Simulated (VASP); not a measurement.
# CdBr2 (Fm-3m): band edges, masses and strain, part 5 of 8

Aim: the gap of CdBr2, the masses at its band edges and their response to strain. The cell is generated by rule, not measured, and may not be a known phase.

VASP 6.6.1, plane waves and PAW; the level of theory is named at each step.

So far, least gap on mesh and path (eV): step 3 (bands on a dense mesh, PBE) 0.250; step 5 (bands with spin-orbit coupling, PBE, spin-orbit coupling) 0.230.

## (7) Dielectric tensor, Born charges and zone-centre modes (continued)

Level of this step: PBE; plane waves and PAW (Cd, Br); invented cell (VASP).

From OUTCAR (step 7):

```text
   k-points           NKPTS =     47   k-points in BZ     NKDIM =     47   number of bands    NBANDS=     19

   NELECT =      26.0000    total number of electrons

  Total        0.1051707      0.1051707      0.1051707     -0.0000000     -0.0000000     -0.0000000
  in kB        1.9741791      1.9741791      1.9741791     -0.0000000     -0.0000000     -0.0000000
  external PRESSURE =       1.9741791 kB  Pullay stress =       0.0000000 kB

 POSITION                                       TOTAL-FORCE (eV/Angst)
 -----------------------------------------------------------------------------------
      0.00000      0.00000      0.00000        -0.000000     -0.000000      0.000000
      1.74730      1.74730      1.74730         0.000000      0.000000      0.000000
      5.24188      5.24188      5.24188        -0.000000     -0.000000     -0.000000
 -----------------------------------------------------------------------------------
    total drift:                                0.000000     -0.000000      0.000000

 MACROSCOPIC STATIC DIELECTRIC TENSOR (including local field effects in DFT)
 ------------------------------------------------------
           5.996829    -0.000000     0.000000
          -0.000000     5.996829     0.000000
           0.000000     0.000000     5.996829
 ------------------------------------------------------

 PIEZOELECTRIC TENSOR (including local field effects)  for field in x, y, z        (C/m^2)
          XX          YY          ZZ          XY          YZ          ZX
  --------------------------------------------------------------------------------
  x     0.00000     0.00000     0.00000     0.00000     0.00000     0.00000
  y     0.00000     0.00000     0.00000     0.00000     0.00000     0.00000
  z     0.00000     0.00000     0.00000     0.00000     0.00000     0.00000

 BORN EFFECTIVE CHARGES (including local field effects) (in |e|, cummulative output)
 ---------------------------------------------------------------------------------
 ion    1
    1     3.11863     0.00000     0.00000
    2     0.00000     3.11863     0.00000
    3     0.00000     0.00000     3.11863
 ion    2
    1    -1.55931     0.00000     0.00000
    2     0.00000    -1.55931     0.00000
    3     0.00000     0.00000    -1.55931
 ion    3
    1    -1.55931     0.00000     0.00000
    2     0.00000    -1.55931     0.00000
    3     0.00000     0.00000    -1.55931

 Eigenvectors and eigenvalues of the dynamical matrix
 ----------------------------------------------------

   1 f  =    3.445098 THz    21.646192 2PiTHz  114.916115 cm-1    14.247776 meV
             X         Y         Z           dx          dy          dz
      0.000000  0.000000  0.000000     0.000000    0.000000   -0.000000
      1.747295  1.747295  1.747295     0.000000    0.000000    0.707107
      5.241885  5.241885  5.241885    -0.000000   -0.000000   -0.707107

   2 f  =    3.445098 THz    21.646192 2PiTHz  114.916115 cm-1    14.247776 meV
             X         Y         Z           dx          dy          dz
      0.000000  0.000000  0.000000     0.000000   -0.000000   -0.000000
      1.747295  1.747295  1.747295    -0.706997    0.012476    0.000000
      5.241885  5.241885  5.241885     0.706997   -0.012476   -0.000000

   3 f  =    3.445098 THz    21.646192 2PiTHz  114.916115 cm-1    14.247776 meV
             X         Y         Z           dx          dy          dz
      0.000000  0.000000  0.000000     0.000000    0.000000    0.000000
      1.747295  1.747295  1.747295    -0.012476   -0.706997    0.000000
      5.241885  5.241885  5.241885     0.012476    0.706997   -0.000000

   4 f  =    1.319748 THz     8.292221 2PiTHz   44.022054 cm-1     5.458037 meV
             X         Y         Z           dx          dy          dz
      0.000000  0.000000  0.000000    -0.015715   -0.738115    0.081873
      1.747295  1.747295  1.747295     0.010016    0.470420   -0.052180
      5.241885  5.241885  5.241885     0.010016    0.470420   -0.052180

   5 f  =    1.319748 THz     8.292221 2PiTHz   44.022054 cm-1     5.458037 meV
             X         Y         Z           dx          dy          dz
      0.000000  0.000000  0.000000     0.739341   -0.023262   -0.067809
      1.747295  1.747295  1.747295    -0.471201    0.014826    0.043216
      5.241885  5.241885  5.241885    -0.471201    0.014826    0.043216

   6 f  =    1.319748 THz     8.292221 2PiTHz   44.022054 cm-1     5.458037 meV
             X         Y         Z           dx          dy          dz
      0.000000  0.000000  0.000000     0.069944    0.080056    0.735162
      1.747295  1.747295  1.747295    -0.044577   -0.051022   -0.468537
      5.241885  5.241885  5.241885    -0.044577   -0.051022   -0.468537

   7 f/i=    0.047063 THz     0.295703 2PiTHz    1.569840 cm-1     0.194635 meV
             X         Y         Z           dx          dy          dz
      0.000000  0.000000  0.000000     0.244438   -0.074418    0.618827
      1.747295  1.747295  1.747295     0.191769   -0.058383    0.485488
      5.241885  5.241885  5.241885     0.191769   -0.058383    0.485488

   8 f/i=    0.047063 THz     0.295703 2PiTHz    1.569840 cm-1     0.194635 meV
             X         Y         Z           dx          dy          dz
      0.000000  0.000000  0.000000    -0.620240    0.036593    0.249397
      1.747295  1.747295  1.747295    -0.486596    0.028708    0.195659
      5.241885  5.241885  5.241885    -0.486596    0.028708    0.195659

   9 f/i=    0.047063 THz     0.295703 2PiTHz    1.569840 cm-1     0.194635 meV
             X         Y         Z           dx          dy          dz
      0.000000  0.000000  0.000000     0.061545    0.664348    0.055582
      1.747295  1.747295  1.747295     0.048284    0.521200    0.043605
      5.241885  5.241885  5.241885     0.048284    0.521200    0.043605

 MACROSCOPIC STATIC DIELECTRIC TENSOR IONIC CONTRIBUTION
 ------------------------------------------------------
          44.306209     0.000000     0.000000
           0.000000    44.306209     0.000000
           0.000000     0.000000    44.306209
 ------------------------------------------------------

 ELASTIC MODULI CONTR FROM IONIC RELAXATION (kBar)
 Direction    XX          YY          ZZ          XY          YZ          ZX
 --------------------------------------------------------------------------------
 XX           0.0000      0.0000      0.0000      0.0000      0.0000      0.0000
 YY           0.0000      0.0000      0.0000      0.0000      0.0000      0.0000
 ZZ           0.0000      0.0000      0.0000      0.0000      0.0000      0.0000
 XY           0.0000      0.0000      0.0000     -4.0919     -0.0000     -0.0000
 YZ           0.0000      0.0000      0.0000     -0.0000     -4.0919     -0.0000
 ZX           0.0000      0.0000      0.0000     -0.0000     -0.0000     -4.0919
 --------------------------------------------------------------------------------

 PIEZOELECTRIC TENSOR IONIC CONTR  for field in x, y, z        (C/m^2)
          XX          YY          ZZ          XY          YZ          ZX
  --------------------------------------------------------------------------------
  x     0.00000     0.00000     0.00000    -0.00000     0.00000    -0.00000
  y     0.00000     0.00000     0.00000    -0.00000    -0.00000     0.00000
  z     0.00000     0.00000     0.00000     0.00000    -0.00000     0.00000

[... 7 parts as in an earlier step ...]

[... 3 further parts left out ...]
```

Energies printed during the response cycles are not total energies of the cell. The dielectric response converges more slowly with the mesh than energies do, so tensor and charges may still move on a finer one.

This step gave:

- bands: 19
- irreducible k-points: 47
- pressure of the cell: 0.1974 GPa
- largest force of the cell: 0 eV/Å
- Fermi energy: 0.8833 eV
- gap on the k-mesh: 0.2497 eV
- least direct gap on the k-mesh: 1.136 eV

Electronic dielectric tensor with local fields:

```
6.00 0.00 0.00
0.00 6.00 0.00
0.00 0.00 6.00
```

Ionic part of the static dielectric tensor:

```
44.31  0.00  0.00
 0.00 44.31  0.00
 0.00  0.00 44.31
```

Born effective charge (e), principal values of the symmetric part by kind of site:

| atom | atoms with these values | low | middle | high | mean |
| --- | --- | --- | --- | --- | --- |
| Cd1 | 1 | 3.12 | 3.12 | 3.12 | 3.12 |
| Br2 | 2 | -1.56 | -1.56 | -1.56 | -1.56 |

In full for Cd1:

```
3.12 0.00 0.00
0.00 3.12 0.00
0.00 0.00 3.12
```

Lines of the infrared spectrum (strongest = 100):

| position (cm⁻¹) | lines merged | squared mode dipole, relative |
| --- | --- | --- |
| 44 | 3 | 100 |
| 115 | 3 | 0.0 |

Transverse limit, no LO-TO splitting. Modes at Γ, with each element's share of the kinetic energy:

| mode | frequency (cm⁻¹) | symmetry | IR | Cd % | Br % |
| --- | --- | --- | --- | --- | --- |
| 1 | -1.6 | acoustic | 1.9e-4 | 45 | 55 |
| 2 | -1.6 | acoustic | 1.9e-4 | 45 | 55 |
| 3 | -1.6 | acoustic | 1.9e-4 | 45 | 55 |
| 4 | 44.0 | T1u | 0.15 | 55 | 45 |
| 5 | 44.0 | T1u | 0.15 | 55 | 45 |
| 6 | 44.0 | T1u | 0.15 | 55 | 45 |
| 7 | 114.9 | T2g | 0 | 0 | 100 |
| 8 | 114.9 | T2g | 0 | 0 | 100 |
| 9 | 114.9 | T2g | 0 | 0 | 100 |

Displacements in mode 4 (44.0 cm⁻¹), the largest set to 1:
```
Cd1  0.10  0.11  1.00
Br2 -0.07 -0.08 -0.76
Br3 -0.07 -0.08 -0.76
```

Displacements in mode 9 (114.9 cm⁻¹), the largest set to 1:
```
Cd1  0.00  0.00  0.00
Br2  0.00  0.00  1.00
Br3  0.00  0.00 -1.00
```

## (8) Bands on the mesh of the strain series

The unstrained gap is taken on the mesh of the strained cells, so that mesh errors cancel.

Input file INCAR:

```
SYSTEM = CdBr2
PREC = Accurate
ENCUT = 400
EDIFF = 1E-06
NELM = 100
ISMEAR = 0
SIGMA = 0.02
LREAL = .FALSE.
ALGO = Normal
GGA = PE
NBANDS = 26
LORBIT = 11
LWAVE = .FALSE.
LCHARG = .FALSE.
KPAR = 4
ISIF = 2
```

Input file POSCAR:

```
CdBr2
1.0
    0.0000000000      3.4945900000      3.4945900000
    3.4945900000      0.0000000000      3.4945900000
    3.4945900000      3.4945900000      0.0000000000
Cd Br
1 2
Direct
    0.0000000000      0.0000000000      0.0000000000
    0.2500000000      0.2500000000      0.2500000000
    0.7500000000      0.7500000000      0.7500000000
```

Input file KPOINTS:

```
Automatic mesh
0
Gamma
8 8 8
0 0 0
```

Input file KPOINTS_OPT:

```
Line mode
16
Line-mode
Reciprocal
  0.00000000   0.00000000   0.00000000 GAMMA
  0.50000000   0.00000000   0.50000000 X

  0.50000000   0.00000000   0.50000000 X
  0.50000000   0.25000000   0.75000000 W

  0.50000000   0.25000000   0.75000000 W
  0.37500000   0.37500000   0.75000000 K

  0.37500000   0.37500000   0.75000000 K
  0.00000000   0.00000000   0.00000000 GAMMA

  0.00000000   0.00000000   0.00000000 GAMMA
  0.50000000   0.50000000   0.50000000 L

  0.50000000   0.50000000   0.50000000 L
  0.62500000   0.25000000   0.62500000 U

  0.62500000   0.25000000   0.62500000 U
  0.50000000   0.25000000   0.75000000 W

  0.50000000   0.25000000   0.75000000 W
  0.50000000   0.50000000   0.50000000 L

  0.50000000   0.50000000   0.50000000 L
  0.37500000   0.37500000   0.75000000 K

  0.62500000   0.25000000   0.62500000 U
  0.50000000   0.00000000   0.50000000 X
```

PAW data sets: Cd and Br (PBE family, release 64).

On the command line:

```sh
> mpirun -np 4 vasp_std
```

What it wrote:

```text
[... set-up lines as in an earlier step ...]
 entering main loop
       N       E                     dE             d eps       ncg     rms          rms(c)
DAV:   1     0.150842354606E+03    0.15084E+03   -0.10283E+04  1564   0.717E+02
DAV:   2     0.236674732726E+01   -0.14848E+03   -0.14063E+03  1818   0.202E+02
DAV:   3    -0.644406797061E+01   -0.88108E+01   -0.87704E+01  1784   0.496E+01
DAV:   4    -0.649615874552E+01   -0.52091E-01   -0.52081E-01  1820   0.397E+00
DAV:   5    -0.649645514719E+01   -0.29640E-03   -0.29640E-03  1766   0.298E-01    0.595E+00
DAV:   6    -0.583991208492E+01    0.65654E+00   -0.70374E-01  1670   0.759E+00    0.477E+00
DAV:   7    -0.576919997570E+01    0.70712E-01   -0.25915E-01  1674   0.263E+00    0.221E+00
DAV:   8    -0.576690162613E+01    0.22983E-02   -0.27200E-02  1792   0.138E+00    0.395E-01
DAV:   9    -0.576687261337E+01    0.29013E-04   -0.31639E-03  1730   0.474E-01    0.101E-01
DAV:  10    -0.576681658386E+01    0.56030E-04   -0.59959E-04  1704   0.212E-01    0.617E-02
DAV:  11    -0.576684159009E+01   -0.25006E-04   -0.59747E-05  1682   0.508E-02    0.127E-02
DAV:  12    -0.576683866849E+01    0.29216E-05   -0.99087E-06  1708   0.199E-02    0.607E-03
DAV:  13    -0.576683848715E+01    0.18134E-06   -0.70177E-07  1370   0.482E-03
   1 F= -.57668385E+01 E0= -.57668385E+01  d E =-.709307E-15
 Start KPOINTS_OPT (optional k-point list driver)
k-point batch [1-29\160]
       N       E                     dE             ncg
DAV:   1     0.552645200201E+03   -0.13424E+05     1548
DAV:   2    -0.367488254513E+04   -0.42275E+04     1856
DAV:   3    -0.391959296612E+04   -0.24471E+03     1814
DAV:   4    -0.392103746519E+04   -0.14445E+01     1764
DAV:   5    -0.392104645689E+04   -0.89917E-02     1792
DAV:   6    -0.392104655722E+04   -0.10033E-03     1842
DAV:   7    -0.392104655854E+04   -0.13244E-05     1448
DAV:   8    -0.392104655865E+04   -0.11044E-06     1242
[...]
k-point batch [146-160\160]
       N       E                     dE             ncg
DAV:   1     0.920873477845E+04   -0.10091E+05      828
DAV:   2     0.708135196660E+04   -0.21274E+04      954
DAV:   3     0.695975790747E+04   -0.12159E+03      940
DAV:   4     0.695904193975E+04   -0.71597E+00      874
DAV:   5     0.695903748049E+04   -0.44593E-02      884
DAV:   6     0.695903743016E+04   -0.50327E-04      890
DAV:   7     0.695903742951E+04   -0.65062E-06      724
```

It took 43 s on 4 MPI ranks of AMD EPYC 7R43, shared host; peak memory 0.7 GiB; 2.8 min of CPU time.

From OUTCAR (step 8):

```text
   k-points           NKPTS =     29   k-points in BZ     NKDIM =     29   number of bands    NBANDS=     26

   NELECT =      26.0000    total number of electrons

 E-fermi :   0.8273

 k-point     1 :       0.0000    0.0000    0.0000
  band No.  band energies     occupation
    ...
      9      -1.3561      2.00000
     10      -1.3561      2.00000
     11      -0.1592      2.00000
     12      -0.1592      2.00000
     13      -0.1592      2.00000
     14       0.9763      0.00000
     15       5.4802      0.00000
     16       5.4802      0.00000
     17       5.4802      0.00000
     18       8.8673      0.00000
    ...

  Total        0.1048108      0.1048108      0.1048108     -0.0000000     -0.0000000     -0.0000000
  in kB        1.9674240      1.9674240      1.9674240     -0.0000000     -0.0000000     -0.0000000
  external PRESSURE =       1.9674240 kB  Pullay stress =       0.0000000 kB

 POSITION                                       TOTAL-FORCE (eV/Angst)
 -----------------------------------------------------------------------------------
      0.00000      0.00000      0.00000         0.000000      0.000000     -0.000000
      1.74730      1.74730      1.74730         0.000000      0.000000      0.000000
      5.24188      5.24188      5.24188        -0.000000     -0.000000     -0.000000
 -----------------------------------------------------------------------------------
    total drift:                                0.000000     -0.000000      0.000000

  FREE ENERGIE OF THE ION-ELECTRON SYSTEM (eV)
  ---------------------------------------------------
  free  energy   TOTEN  =        -5.7668384872 eV

  energy  without entropy=       -5.7668384872  energy(sigma->0) =       -5.76683849

[... 9 parts as in an earlier step ...]

[... 7 further parts left out ...]
```

This step gave:

| Item | Value |
| --- | --- |
| SCF cycles | 13 |
| bands | 26 |
| irreducible k-points | 29 |
| free energy (TOTEN) | -5.767 eV |
| Fermi energy | 0.8273 eV |
| pressure | 0.1967 GPa |
| least gap on mesh and path | 0.2495 eV |
| least direct gap on mesh and path | 1.135 eV |
| valence top at k | 0.5, 0, 0.5 |

The electronic bands at the labelled points (eV, zero at the valence-band top; v1 is the highest filled band, c1 the lowest empty one):

| point | v4 | v3 | v2 | v1 | c1 | c2 | c3 | c4 |
| --- | --- | --- | --- | --- | --- | --- | --- | --- |
| Γ | -2.08 | -0.89 | -0.89 | -0.89 | 0.25 | 4.75 | 4.75 | 4.75 |
| 0.47 of the way | -2.74 | -1.29 | -0.54 | -0.54 | 1.67 | 4.37 | 6.23 | 6.23 |
| X | -3.35 | -0.17 | -0.17 | 0.00 | 1.87 | 5.14 | 7.93 | 8.40 |
| 0.47 of the way | -3.03 | -0.74 | -0.16 | -0.01 | 2.10 | 5.68 | 7.09 | 7.89 |
| W | -2.02 | -2.02 | -0.15 | -0.02 | 2.44 | 6.39 | 6.83 | 6.83 |
| 0.47 of the way | -2.55 | -1.45 | -0.25 | -0.05 | 2.39 | 6.44 | 6.60 | 7.25 |
| K | -3.06 | -0.95 | -0.55 | -0.06 | 2.34 | 6.29 | 6.93 | 7.65 |
| 0.47 of the way | -2.18 | -1.91 | -1.57 | -0.44 | 2.27 | 5.57 | 5.72 | 6.66 |
| Γ | -2.08 | -0.89 | -0.89 | -0.89 | 0.25 | 4.75 | 4.75 | 4.75 |
| 0.47 of the way | -2.13 | -1.87 | -1.16 | -1.16 | 1.92 | 5.24 | 5.47 | 5.47 |
| L | -2.14 | -2.14 | -1.51 | -1.51 | 2.90 | 6.81 | 6.81 | 6.91 |
| 0.47 of the way | -2.57 | -1.70 | -1.07 | -0.72 | 2.72 | 6.66 | 7.00 | 7.14 |
| U | -3.06 | -0.95 | -0.55 | -0.06 | 2.34 | 6.29 | 6.93 | 7.65 |
| 0.47 of the way | -2.63 | -1.36 | -0.29 | -0.06 | 2.38 | 6.41 | 6.66 | 7.30 |
| W | -2.02 | -2.02 | -0.15 | -0.02 | 2.44 | 6.39 | 6.83 | 6.83 |
| 0.53 of the way | -2.13 | -2.06 | -0.74 | -0.69 | 2.67 | 6.68 | 6.84 | 7.25 |
| L | -2.14 | -2.14 | -1.51 | -1.51 | 2.90 | 6.81 | 6.81 | 6.91 |
| 0.53 of the way | -2.64 | -1.60 | -0.99 | -0.59 | 2.67 | 6.62 | 7.06 | 7.19 |
| K | -3.06 | -0.95 | -0.55 | -0.06 | 2.34 | 6.29 | 6.93 | 7.65 |
| jump to U | -3.06 | -0.95 | -0.55 | -0.06 | 2.34 | 6.29 | 6.93 | 7.65 |
| 0.53 of the way | -3.28 | -0.38 | -0.26 | -0.01 | 1.99 | 5.44 | 7.44 | 8.22 |
| X | -3.35 | -0.17 | -0.17 | 0.00 | 1.87 | 5.14 | 7.93 | 8.40 |

Of the projections kept (Cd, Br), the largest for each band there; the rest of the weight can lie on other orbitals:

| point | v4 | v3 | v2 | v1 | c1 | c2 | c3 | c4 |
| --- | --- | --- | --- | --- | --- | --- | --- | --- |
| Γ | Br 0.89 | Br 0.96 | Br 0.96 | Br 0.96 | Cd 0.78 | Cd 0.63 | Cd 0.63 | Cd 0.63 |
| X | Br 0.94 | Br 0.97 | Br 0.97 | Br 1.00 | Cd 0.64 | Cd 0.59 | Br 0.74 | Cd 0.60 |
| W | Br 0.93 | Br 0.93 | Br 1.00 | Br 0.97 | Cd 0.57 | Cd 0.56 | Cd 0.50 | Cd 0.50 |
| K | Br 0.93 | Br 0.96 | Br 0.96 | Br 0.99 | Cd 0.58 | Br 0.52 | Cd 0.52 | Cd 0.61 |
| Γ | Br 0.89 | Br 0.96 | Br 0.96 | Br 0.96 | Cd 0.78 | Cd 0.63 | Cd 0.63 | Cd 0.63 |
| L | Br 0.94 | Br 0.94 | Br 0.92 | Br 0.92 | Br 0.52 | Cd 0.57 | Cd 0.57 | Br 0.75 |

Between step 3 and this run (k-mesh 8×8×8 and points per path segment 16) the value for the least gap on mesh and path moves from 0.250 eV to 0.249 eV.

[end of part 5 of 8]

[Lines on the potential files, build, host, timing and source positions are cut from VASP's logs without a mark.]

[Logs are printed without paths, hosts, clocks, repeated set-up lines and the standing remarks that a program may print on its own settings, such as how far it seeks lower states.]

[Hosts, paths, dates, database ids (printed as entryN), source tags and the programs' standing remarks are cut or masked in the printed files.]

[In band tables of VASP the shares of atoms and orbitals are scaled to a sum of 1 inside the atoms' spheres.]

[Gaps and slopes under strain along one axis are those of the sampled path and mesh points; where strain splits equal valleys, another of them can be the edge.]
